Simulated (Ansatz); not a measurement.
The parent structure is InN in the wurtzite structure (space group P6_3mc, No. 186; a = 3.537 Å, c = 5.714 Å). Axes: x lies along a and z along c of the hexagonal cell.

Computed with PBEsol/PAW in Ansatz (a quantum-chemistry and plane-wave program), spin-orbit coupling left out, earlier PAW set.

For the base:

* **Pressure**: 0.0 GPa
* **Volume per atom**: 15.48 Å³

One thing is altered: biaxial strain +3.68 %, plane normal [001], relaxed out of plane (Cartesian); in-plane vectors clamped, the third vector and the atoms free.

Question: How does this affect the pressure and volume per atom?

Answer: The pressure (mean of the normal stresses, compression positive) goes from zero to -5.4 GPa; the volume per atom increases by 0.64 Å³ to 16.12 Å³.

Whether these cells are dynamically stable was not tested. The final runs are not spin-polarised. Gaps under 0.05 eV, about the width of the smearing, are given as zero.
